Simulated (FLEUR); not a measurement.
# MnO (P6_3mc) in FLEUR: single point with PBE

Aim: the single point of MnO with PBE.

Everything below comes from runs of FLEUR MaX-R8.1 (later development tree). Logs are shortened: lines on timing, memory, paths and dates and some standing lists are left out, and cuts for length are marked.

## Step 1: The crystal as given

It takes space group P6_3mc (No. 186, hexagonal). The conventional cell has a = 3.372 Å, b = 3.372 Å, c = 5.386 Å, α = 90.00°, β = 90.00°, γ = 120.00°. Around Mn (site symmetry 3m) lie 4 O at 1.96 to 2.08 Å. O (site symmetry 3m) has 4 Mn at 1.96 to 2.08 Å as nearest neighbours.

Measurements of this composition are mostly on another form, of space group No. 225.

## Step 2: Single point, PBE, collinear spin, ferromagnetic start

The input, inp.xml:

```xml
<?xml version="1.0" encoding="UTF-8" standalone="no"?>
<fleurInput fleurInputVersion="0.39">
   <comment>
      MnO                                                                                                 
   </comment>
   <calculationSetup>
      <cutoffs Kmax="4.86" Gmax="15.1" GmaxXC="15.1" numbands="0"/>
      <scfLoop itmax="60" minDistance="0.00001" maxIterBroyd="15" imix="Anderson" alpha="0.05" precondParam="0.0" spinf="2.0" sdNocoIR="T"/>
      <coreElectrons ctail="T" frcor="F" kcrel="0" coretail_lmax="0"/>
      <xcFunctional name="pbe" relativisticCorrections="F"/>
      <magnetism jspins="2"/>
      <soc l_soc="F" theta="0.0" phi="0.0" spav="F"/>
      <expertModes spex="0" secvar="F"/>
      <geometryOptimization l_f="T" forcealpha="1.0" forcemix="BFGS" epsdisp="0.0005" epsforce="0.0002"/>
      <ldaU l_linMix="F" mixParam="0.05" spinf="1.0"/>
   </calculationSetup>
   <cell>
      <bzIntegration valenceElectrons="42.0" mode="hist" fermiSmearingEnergy="0.00183747">
         <kPointListSelection listName="default-1"/>
         <!-- k-points included here -->
         <xi:include xmlns:xi="http://www.w3.org/2001/XInclude" href="kpts.xml"> </xi:include>
      </bzIntegration>
      <!-- symmetry operations included here -->
      <xi:include xmlns:xi="http://www.w3.org/2001/XInclude" href="sym.xml"> </xi:include>
      <bulkLattice scale="1.0">
         <bravaisMatrix>
            <row-1>    6.3715895743138198     0.0000000000000000     0.0000000000000000</row-1>
            <row-2>   -3.1857947871569099     5.5179584337682712     0.0000000000000000</row-2>
            <row-3>    0.0000000000000000     0.0000000000000000    10.1771200440333001</row-3>
         </bravaisMatrix>
      </bulkLattice>
   </cell>
   <atomSpecies>
      <species name="Manganese 4.000" element="Mn" atomicNumber="25">
         <mtSphere radius="1.89" gridPoints="645" logIncrement="0.019"/>
         <atomicCutoffs lmax="8" lnonsphr="6"/>
         <electronConfig flipSpins="F">
            <coreConfig>(1s1/2) (2s1/2) (2p1/2) (2p3/2)</coreConfig>
            <valenceConfig>(3s1/2) (3p1/2) (3p3/2) (4s1/2) (3d3/2) (3d5/2)</valenceConfig>
            <stateOccupation state="(3d3/2)" spinUp="1.5" spinDown="0.5"/>
            <stateOccupation state="(3d5/2)" spinUp="3.0" spinDown="0.0"/>
         </electronConfig>
         <energyParameters s="4" p="4" d="3" f="4"/>
         <lo type="SCLO" l="0" n="3" eDeriv="0"/>
         <lo type="SCLO" l="1" n="3" eDeriv="0"/>
         <lo type="SCLO" l="1" n="3" eDeriv="1"/>
         <lo type="SCLO" l="2" n="3" eDeriv="2"/>
         <lo type="SCLO" l="3" n="4" eDeriv="2"/>
      </species>
      <species name="Oxygen (O)" element="O" atomicNumber="8">
         <mtSphere radius="1.44" gridPoints="493" logIncrement="0.021"/>
         <atomicCutoffs lmax="8" lnonsphr="6"/>
         <electronConfig flipSpins="F">
            <coreConfig>(1s1/2)</coreConfig>
            <valenceConfig>(2s1/2) (2p1/2) (2p3/2)</valenceConfig>
            <stateOccupation state="(2p1/2)" spinUp="0.666667" spinDown="0.666667"/>
            <stateOccupation state="(2p3/2)" spinUp="1.333333" spinDown="1.333333"/>
         </electronConfig>
         <energyParameters s="2" p="2" d="3" f="4"/>
         <lo type="SCLO" l="0" n="2" eDeriv="2"/>
         <lo type="SCLO" l="1" n="2" eDeriv="2"/>
         <lo type="SCLO" l="2" n="3" eDeriv="2"/>
      </species>
   </atomSpecies>
   <atomGroups>
      <atomGroup species="Manganese 4.000">
         <relPos label="                   1">-1.000/3.000 1.000/3.000 -.4890400000</relPos>
         <relPos label="                   2">1.000/3.000 -1.000/3.000 .0109600000</relPos>
         <force calculate="T" relaxXYZ="TTT"/>
      </atomGroup>
      <atomGroup species="Oxygen (O)">
         <relPos label="                   3">-1.000/3.000 1.000/3.000 -.1245300000</relPos>
         <relPos label="                   4">1.000/3.000 -1.000/3.000 .3754700000</relPos>
         <force calculate="T" relaxXYZ="TTT"/>
      </atomGroup>
   </atomGroups>
   <output dos="F" band="F" slice="F">
      <checks vchk="F" cdinf="F"/>
      <bandDOS minEnergy="-.5*Htr" maxEnergy="0.5*Htr" sigma="0.015" storeEVData="T"/>
      <vacuumDOS vacdos="F" integ="F" star="F" nstars="0" locx1="0.0" locy1="0.0" locx2="0.0" locy2="0.0" nstm="0" tworkf="0.0"/>
      <unfoldingBand unfoldBand="F" supercellX="1" supercellY="1" supercellZ="1"/>
      <plotting iplot="0" polar="F">
         <plot TwoD="T" vec1="  1.0  0.0  0.0" vec2="  0.0  1.0  0.0" vec3="  0.0  0.0  1.0" zero="  0.0  0.0  0.0" file="plot"/>
      </plotting>
      <chargeDensitySlicing numkpt="0" minEigenval="0.0" maxEigenval="0.0" nnne="0" pallst="F"/>
      <specialOutput eonly="F"/>
      <moessbauerParams electricFieldGradient="T" isomerShift="T" coreHyperfine="T" valenceHyperfine="T"/>
      <magneticCircularDichroism mcd="F" energyLo="-10.0" energyUp="0.0"/>
   </output>
  <!-- We include the file relax.xml here to enable relaxations (see documentation) -->
  <xi:include xmlns:xi="http://www.w3.org/2001/XInclude" href="relax.xml"> <xi:fallback/> </xi:include>
</fleurInput>
```

The input, crystal.txt:

```
MnO
&input cartesian=F /
3.3717000000  0.0000000000  0.0000000000
-1.6858500000  2.9199778539  0.0000000000
0.0000000000  0.0000000000  5.3855000000
1.8897261246
1.0 1.0 1.0

4
25 0.6666666667  0.3333333333  0.5109600000 : 4.000
25 0.3333333333  0.6666666667  0.0109600000 : 4.000
8 0.6666666667  0.3333333333  0.8754700000
8 0.3333333333  0.6666666667  0.3754700000

&kpt div1=9 div2=9 div3=5 gamma=T /
```

Potentials or basis: all-electron, FLAPW.

Command:

```sh
$ inpgen -f crystal.txt -profile fastHighL
$ # inp.xml edited to the form shown
$ fleur_MPI
```

Standard output:

```text
Welcome to FLEUR        (www.flapw.de)
      MaX-Release 8.1          (www.max-centre.eu)

 ========== k-point set info ==========
 Selected k-point list: default-1
 k-point list type: mesh
 9 x 9 x 5
 Number of k points: 36

 ------------Calculation Setup---------------------------
 Number of MPI-tasks      :            1
 Number of PE/node        :            1
 Number of OMP-threads    :            1
 Most efficient MPI parallelization for:
           1           2           3           4           6           9          12          18          36
 Additional eigenvalue parallelization possible
 Number of basis functions:          848
 Approximate size of matrices (H+S) per k-point:         0.021 GB
 --------------------------------------------------------
 Iteration:     1   Distance:      21.68855827 me/bohr^3
 Iteration:     2   Distance:      18.07976614 me/bohr^3
 Iteration:     3   Distance:      10.32245707 me/bohr^3
 Iteration:     4   Distance:      10.15368965 me/bohr^3
 Iteration:     5   Distance:       5.62241167 me/bohr^3
 Iteration:     6   Distance:       2.30682032 me/bohr^3
 Iteration:     7   Distance:       1.38725176 me/bohr^3
 Iteration:     8   Distance:       0.32358102 me/bohr^3
 Iteration:     9   Distance:       0.09308662 me/bohr^3
 Iteration:    10   Distance:       0.09208760 me/bohr^3
 Iteration:    11   Distance:       0.02569915 me/bohr^3
 Iteration:    12   Distance:       0.02290784 me/bohr^3
 Iteration:    13   Distance:       0.00770870 me/bohr^3
 Iteration:    14   Distance:       0.00229744 me/bohr^3
 Iteration:    15   Distance:       0.00180679 me/bohr^3
 Iteration:    16   Distance:       0.00148193 me/bohr^3
 Iteration:    17   Distance:       0.00108200 me/bohr^3
 Iteration:    18   Distance:       0.00040227 me/bohr^3
 Iteration:    19   Distance:       0.00013898 me/bohr^3
 Iteration:    20   Distance:       0.00003701 me/bohr^3
 Iteration:    21   Distance:       0.00003449 me/bohr^3
 Iteration:    22   Distance:       0.00000752 me/bohr^3
 Reset of history

 ********************************************************************
 Run finished successfully
 Stop message:
   Structural relaxation: new displacements generated
 ********************************************************************
```

Wall time 17 min (1 thread of Arm Neoverse V1, shared host); peak memory 0.12 GiB.

What came out:

```yaml
Free_energy: -67153.8434 eV
Largest_force: 0.636 eV/Å
Band_gap_on_the_k_mesh: none (metal or under the smearing width)
Net_moment: 9.99 μB per cell
Site_moments: Mn +4.10; O +0.21 μB
Valence_electrons_inside_the_program's_atomic_spheres: Mn 12.58; O 4.64 (radii Mn 1.89, O 1.44 bohr)
```

Forces on the atoms (eV/Å):
```
Mn   0.000  0.000 -0.628
Mn   0.000  0.000 -0.628
O    0.000  0.000  0.636
O    0.000  0.000  0.636
```

Core levels (eV from the Fermi level):
```tsv
atom	levels
1 Mn	1s1/2 -6421.6, 2s1/2 -737.8, 2p1/2 -630.8, 2p3/2 -620.4
2 Mn	1s1/2 -6421.6, 2s1/2 -737.8, 2p1/2 -630.8, 2p3/2 -620.4
3 O	1s1/2 -507.1
4 O	1s1/2 -507.1
```

Caveat: semilocal functionals often make such compounds metallic where correlation or magnetic order opens a gap, which also shifts bond lengths; only a ferromagnetic start was run, and an antiferromagnetic order may lie lower in energy.
